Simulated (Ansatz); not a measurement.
Crystal: Cu.

```
Cu
1.0
     0.00000    1.80750    1.80750
     1.80750    0.00000    1.80750
     1.80750    1.80750    0.00000
Cu
1
Cartesian
  0.0000 0.0000 0.0000
```

| Quantity | Value |
| --- | --- |
| Program | Ansatz 0.2.0 |
| Task | relaxation of cell and atoms |
| Functional | PBEsol |
| Dispersion | D4 |
| Potentials or basis | Ansatz PAW |
| Cutoff | 420 eV (not typed: the program's choice for these potentials) |
| k mesh | 13 × 13 × 13 |
| Occupations | fermi-dirac, width 0.05 eV |
| Spin | no spin polarisation |

At the start: volume 11.81 Å³/atom.

**Question.** How do energy, volume and symmetry change on relaxing?

**Answer.** It ends after 8 steps and the volume is 11.03 Å³/atom (-6.6 %); space group Fm-3m (No. 225, to 0.05 Å).

The path:
| step | energy change (eV) | largest force (eV/Å) | volume (Å³) |
| --- | --- | --- | --- |
| 1 | 0.0000 | 0.0000 | 11.81 |
| 2 | -0.0216 | 0.0000 | 11.39 |
| 3 | -0.0280 | 0.0000 | 10.97 |
| 4 | -0.0281 | 0.0000 | 11.03 |
| 5 | -0.0281 | 0.0000 | 11.03 |
| 6 | -0.0274 | 0.0000 | 11.03 |
| 7 | -0.0274 | 0.0000 | 11.03 |
| 8 | -0.0274 | 0.0000 | 11.03 |

Final structure:
```xyz
1
Lattice="0.0000 1.7668 1.7668 1.7668 0.0000 1.7668 1.7668 1.7668 0.0000" Properties=species:S:1:pos:R:3 pbc="T T T"
Cu    0.0000    0.0000    0.0000
```

Caveat: the plane-wave basis is chosen anew once the cell has moved, so the energies of steps on either side of that aren't comparable; pairwise dispersion overbinds metals, which lowers pressure and volume; the PAW data sets come from PBE, with cores solved anew for the run's functional, which leaves a small shift of forces and pressure.
